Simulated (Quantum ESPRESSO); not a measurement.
**Pd: equation of state with PBEsol**

Pd:

```
Pd
1.0
     2.78367    0.00000    0.00000
    -1.39183    2.41072    0.00000
     0.00000    0.00000    4.62889
Pd
2
Direct
  0.33333 0.66667 0.25000
  0.66667 0.33333 0.75000
```

This isn't the form of Pd at room conditions, which is fcc.

```
Program             : Quantum ESPRESSO 7.5
Task                : equation of state
Functional          : PBEsol
Potentials or basis : GBRV 1.5 PBEsol
Cutoff              : 612 eV
Density cutoff      : 4898 eV
k mesh              : 11 × 11 × 6
Occupations         : fermi-dirac, width 0.05 eV
Spin                : no spin polarisation
```

| Property | Result |
| --- | --- |
| Equilibrium volume | 14.68 Å³/atom |
| Bulk modulus at fixed shape and positions | 203 GPa |
| Pressure derivative of the bulk modulus | 5.6 |

Energy against volume, from the lowest point:
| volume (Å³/atom) | energy (meV/atom) |
| --- | --- |
| 14.600 | 0.00 |
| 14.910 | 1.82 |
| 15.221 | 11.17 |
| 15.531 | 27.08 |
| 15.842 | 48.69 |
| 16.153 | 75.19 |
| 16.463 | 105.99 |

All runs of the series together: 90 s on 2 threads of Arm Neoverse V1, with other jobs on the host.

Caveat: the cell was scaled at fixed shape and fractional positions, which overstates the stiffness of a crystal with free parameters, most of all of layers and chains.
